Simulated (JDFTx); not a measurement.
The system is MgO.

```
Mg O
1.0
     3.30779    0.00000    0.00000
    -1.65389    2.86463    0.00000
     0.00000    0.00000    4.98288
Mg O
2 2
Direct
  0.66667 0.33333 0.50216
  0.33333 0.66667 0.00216
  0.66667 0.33333 0.90244
  0.33333 0.66667 0.40244
```

Measurements of this composition are mostly on another form, of space group No. 225.

- Program: JDFTx 1.7.0 (patched build)
- Task: single point
- Functional: PBE
- Potentials or basis: PseudoDojo-SR-PBE-0.5-standard
- Cutoff: 1143 eV
- Density cutoff: 9143 eV
- k mesh: 9 × 9 × 6
- Occupations: fermi-dirac, width 0.05 eV
- Spin: no spin polarisation

On this cell: pressure 3.2 GPa; largest force 0.007 eV/Å; band gap on the k mesh 3.49 eV, direct.

The same run follows on a disturbed copy (atoms moved at random, drawn with an rms of 0.05 Å):

```
Mg O
1.0
     3.30779    0.00000    0.00000
    -1.65389    2.86463    0.00000
     0.00000    0.00000    4.98288
Mg O
2 2
Direct
  0.66356 0.34963 0.48706
  0.32274 0.67378 0.00891
  0.66321 0.33112 0.90705
  0.30418 0.66108 0.41259
```

**Question.** What does the disturbed cell give?

**Answer.** The energy moves by +29.8 meV/atom; pressure 3.6 GPa; largest force 1.492 eV/Å; band gap on the k mesh 3.37 eV, direct.

Forces in eV/Å, atoms in the order of the input:
```
Mg  -0.675 -0.741  1.105
Mg   0.291 -0.247 -0.496
O   -0.405  0.270  0.005
O    0.790  0.720 -0.613
```

Stress tensor (GPa, compression positive):
```
 7.06  3.17 -0.28
 3.17  4.10 -0.99
-0.28 -0.99 -0.34
```

Caveats: an odd mesh through Γ misses points on the zone boundary, where band edges often lie.
